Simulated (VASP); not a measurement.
# Si: molecular dynamics at constant energy

Si, Cmcm (no. 63), 12 atoms in the cell. PBE, molecular dynamics; PAW potentials Si (PBE set).

Ensemble: NVE; Starting temperature (K): 1600.

## Input

INCAR:
```
GGA = PE ; PREC = Normal
ENCUT = 250 ; EDIFF = 1E-6
NELMIN = 4 ; NELM = 60
ALGO = Fast ; LREAL = Auto
LASPH = T ; ISMEAR = -1
SIGMA = 0.069 ; ISYM = 0
LWAVE = F ; LCHARG = F
IBRION = 0 ; NSW = 60
POTIM = 2.0 ; TEBEG = 1600
ISIF = 2 ; RANDOM_SEED = 989961 0 0
MDALGO = 2 ; SMASS = -3
KPAR = 2
```

KPOINTS:
```
k-points
0
Gamma
  3 3 1
```

POSCAR:
```
Si
1.0
    1.9144324750     -5.3526803600      0.0000000000
    1.9144324750      5.3526803600      0.0000000000
    0.0000000000      0.0000000000     12.6727301900
Si
12
Direct
    0.0287294100      0.9712705900      0.9093701000
    0.9712705900      0.0287294100      0.0906299000
    0.0287294100      0.9712705900      0.5906299000
    0.9712705900      0.0287294100      0.4093701000
    0.5713149400      0.4286850600      0.1572709100
    0.4286850600      0.5713149400      0.8427290900
    0.5713149400      0.4286850600      0.3427290900
    0.4286850600      0.5713149400      0.6572709100
    0.2427338200      0.7572661800      0.9451065600
    0.7572661800      0.2427338200      0.0548934400
    0.2427338200      0.7572661800      0.5548934400
    0.7572661800      0.2427338200      0.4451065600
```

Commands:
```
cat potpaw_PBE.64/Si/POTCAR > POTCAR
mpirun -np 2 vasp_std > vasp.out
```

## Result

- Rise of the mean potential energy above the start (meV/atom): 97.4
- Mean temperature (K): 783
- Electronic steps per ionic step after the first: 4.6

Course of the run:

| Time (fs) | Temperature (K) | Potential energy less the first (meV/atom) |
|---|---|---|
| 2 | 1601 | 0.0 |
| 12 | 959 | 76.6 |
| 20 | 460 | 136.0 |
| 30 | 743 | 102.1 |
| 38 | 997 | 71.9 |
| 48 | 792 | 96.4 |
| 56 | 609 | 118.1 |
| 66 | 613 | 117.6 |
| 74 | 656 | 112.5 |
| 84 | 739 | 102.7 |
| 92 | 742 | 102.3 |
| 102 | 841 | 90.5 |
| 110 | 804 | 94.8 |
| 120 | 585 | 121.1 |

The mean temperature lies below the starting 1600 K, since the atoms start on their sites and part of their kinetic energy turns into potential energy.

REPORT:
```
MDALGO =   2
               SCALING =       0
                 CNEXP =     9.000   14.000
           RANDOM_SEED =            989961                0                0

   original number of atomic DOF:         33
   number of independent constraints:      0
   number of active DOF:                  33

========================================
         MD step No.       1
========================================

  Atomic velocities initialized by STEP_tb

  >Energies
                    E_tot             E_pot             E_kin               EPS                ES
   e_b>   -0.60918775E+02   -0.63194956E+02    0.22761812E+01    0.00000000E+00    0.00000000E+00

  >Temperature
               T_sim     T_inst
   tmprt>   1600.000   1600.838

  >Thermostat:
           s(n+1) sdot(n+1)      s(n)   sdot(n)        Qs
   s_b>   0.00000   0.00000   0.00000   0.00000  -3.00000

           RANDOM_SEED =            989961               72                0

[... steps left out ...]

========================================
         MD step No.      60
========================================

  >Energies
                    E_tot             E_pot             E_kin               EPS                ES
   e_b>   -0.60910275E+02   -0.61741423E+02    0.83114778E+00    0.00000000E+00    0.00000000E+00

  >Temperature
               T_sim     T_inst
   tmprt>   1600.000    584.546

  >Thermostat:
           s(n+1) sdot(n+1)      s(n)   sdot(n)        Qs
   s_b>   0.00000   0.00000   0.00000   0.00000  -3.00000

           RANDOM_SEED =            989961               72                0
```

OSZICAR:
```
N       E                     dE             d eps       ncg     rms          rms(c)
DAV:   1     0.819781976988E+02    0.81978E+02   -0.11953E+04   310   0.706E+02
DAV:   2    -0.576744088495E+02   -0.13965E+03   -0.13333E+03   400   0.142E+02
DAV:   3    -0.644987926041E+02   -0.68244E+01   -0.66912E+01   388   0.315E+01
DAV:   4    -0.646545003650E+02   -0.15571E+00   -0.15539E+00   452   0.576E+00
DAV:   5    -0.646567447284E+02   -0.22444E-02   -0.22438E-02   381   0.621E-01    0.131E+01
RMM:   6    -0.635787490610E+02    0.10780E+01   -0.10002E+00   310   0.292E+00    0.789E+00
RMM:   7    -0.631881190948E+02    0.39063E+00   -0.21816E+00   326   0.450E+00    0.755E-01
RMM:   8    -0.631950515951E+02   -0.69325E-02   -0.34637E-01   310   0.221E+00    0.296E-01
RMM:   9    -0.631905865365E+02    0.44651E-02   -0.53279E-02   321   0.963E-01    0.237E-01
RMM:  10    -0.631932315565E+02   -0.26450E-02   -0.17873E-02   345   0.507E-01    0.223E-01
RMM:  11    -0.631955676364E+02   -0.23361E-02   -0.13887E-02   312   0.347E-01    0.163E-01
RMM:  12    -0.631952193988E+02    0.34824E-03   -0.22723E-03   311   0.207E-01    0.131E-01
[... left out ...]
     59 T=   610. E= -.60910778E+02 F= -.61778095E+02 E0= -.61777832E+02  EK= 0.86732E+00 SP= 0.00E+00 SK= 0.00E+00
[... last step whole ...]
       N       E                     dE             d eps       ncg     rms          rms(c)
DAV:   1    -0.617413777847E+02    0.36717E-01   -0.48345E-04   604   0.107E+00    0.375E-02
RMM:   2    -0.617414189922E+02   -0.41208E-04   -0.43990E-04   310   0.997E-02    0.779E-03
RMM:   3    -0.617414223695E+02   -0.33773E-05   -0.41825E-05   316   0.332E-02    0.636E-03
RMM:   4    -0.617414229374E+02   -0.56787E-06   -0.10311E-05   301   0.146E-02    0.524E-03
RMM:   5    -0.617414229796E+02   -0.42190E-07   -0.18573E-06   197   0.620E-03
     60 T=   585. E= -.60910275E+02 F= -.61741423E+02 E0= -.61741108E+02  EK= 0.83115E+00 SP= 0.00E+00 SK= 0.00E+00
```

Limits: 120 fs of 12 atoms are too short for converged averages; the cell is only 3.6 Å across, so each atom moves in step with near copies of itself.

VASP 6.6.1 took 222 s on 2 cores (Intel Xeon Platinum 8259CL @ 2.50GHz (Skylake/Cascade Lake)), a shared host.
